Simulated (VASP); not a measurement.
Ag: band structure with RPBE+D3+U

Crystal: Ag.

```
Ag
1.0
     0.00000    2.04275    2.04275
     2.04275    0.00000    2.04275
     2.04275    2.04275    0.00000
Ag
1
Direct
  0.00000 0.00000 0.00000
```

```yaml
Program: VASP 6.6.1
Task: band structure
Functional: RPBE
Dispersion: D3
Potentials_or_basis: VASP PAW PBE potentials, release 64 (Ag)
Cutoff: 520 eV
k_mesh: 11 × 11 × 11
Occupations: methfessel-paxton, width 0.2 eV
Spin: no spin polarisation
Hubbard_terms: Ag d U = 6.2 eV, J = 0.5 eV
LDAUTYPE: 2
Hund's_J: 0.5
Further_INCAR_settings: ALGO = Normal; EDIFF = 1e-07; NBANDS = 12
```

| Property | Result |
| --- | --- |
| Pressure | 3.6 GPa |
| Band gap along the path | none (metal or under the smearing width) |
| Dispersion energy per atom | -0.752 eV |

Levels at the corners of the path, in eV from the Fermi level:
| point | band 1 | band 2 | band 3 | band 4 | band 5 | band 6 | band 7 | band 8 | band 9 | band 10 |
| --- | --- | --- | --- | --- | --- | --- | --- | --- | --- | --- |
| Γ | -7.61 | -6.89 | -6.89 | -6.89 | -5.92 | -5.92 | 16.14 | 19.73 | 19.73 | 19.73 |
| X | -8.30 | -8.29 | -5.17 | -4.90 | -4.90 | 1.78 | 6.20 | 10.85 | 10.85 | 15.40 |
| X | -8.30 | -8.29 | -5.17 | -4.90 | -4.90 | 1.78 | 6.20 | 10.85 | 10.85 | 15.40 |
| W | -7.59 | -6.99 | -6.99 | -5.85 | -4.90 | 5.73 | 5.73 | 7.05 | 7.49 | 22.03 |
| W | -7.59 | -6.99 | -6.99 | -5.85 | -4.90 | 5.73 | 5.73 | 7.05 | 7.49 | 22.03 |
| K | -7.95 | -7.45 | -5.99 | -5.67 | -5.17 | 4.11 | 5.11 | 6.69 | 12.74 | 15.90 |
| K | -7.95 | -7.45 | -5.99 | -5.67 | -5.17 | 4.11 | 5.11 | 6.69 | 12.74 | 15.90 |
| Γ | -7.61 | -6.89 | -6.89 | -6.89 | -5.92 | -5.92 | 16.14 | 19.73 | 19.73 | 19.73 |
| Γ | -7.61 | -6.89 | -6.89 | -6.89 | -5.92 | -5.92 | 16.14 | 19.73 | 19.73 | 19.73 |
| L | -8.07 | -6.92 | -6.92 | -5.12 | -5.12 | -0.26 | 3.09 | 15.32 | 18.08 | 18.08 |
| L | -8.07 | -6.92 | -6.92 | -5.12 | -5.12 | -0.26 | 3.09 | 15.32 | 18.08 | 18.08 |
| U | -7.95 | -7.45 | -5.99 | -5.67 | -5.17 | 4.11 | 5.11 | 6.69 | 12.74 | 15.90 |
| U | -7.95 | -7.45 | -5.99 | -5.67 | -5.17 | 4.11 | 5.11 | 6.69 | 12.74 | 15.90 |
| W | -7.59 | -6.99 | -6.99 | -5.85 | -4.90 | 5.73 | 5.73 | 7.05 | 7.49 | 22.03 |
| W | -7.59 | -6.99 | -6.99 | -5.85 | -4.90 | 5.73 | 5.73 | 7.05 | 7.49 | 22.03 |
| L | -8.07 | -6.92 | -6.92 | -5.12 | -5.12 | -0.26 | 3.09 | 15.32 | 18.08 | 18.08 |
| L | -8.07 | -6.92 | -6.92 | -5.12 | -5.12 | -0.26 | 3.09 | 15.32 | 18.08 | 18.08 |
| K | -7.95 | -7.45 | -5.99 | -5.67 | -5.17 | 4.11 | 5.11 | 6.69 | 12.74 | 15.90 |
| U | -7.95 | -7.45 | -5.99 | -5.67 | -5.17 | 4.11 | 5.11 | 6.69 | 12.74 | 15.90 |
| X | -8.30 | -8.29 | -5.17 | -4.90 | -4.90 | 1.78 | 6.20 | 10.85 | 10.85 | 15.40 |

Eigenvalues of the final occupation matrices:
```csv
site,spin,trace,eigenvalues
site 1 d,1,4.74,0.95 0.95 0.95 0.95 0.95
site 1 d,2,4.74,0.95 0.95 0.95 0.95 0.95
```

Wall time 7.1 s on 1 thread of Intel(R) Xeon(R) 6975P-C (Granite Rapids), on a shared host, peak memory 0.16 GiB.

Caveat: the PAW data sets were made with another functional, which shifts forces and pressure a little; U without spin polarisation on a metal has little footing; pairwise dispersion overbinds metals, which lowers pressure and volume; the U is typed as a test and isn't derived for this compound.
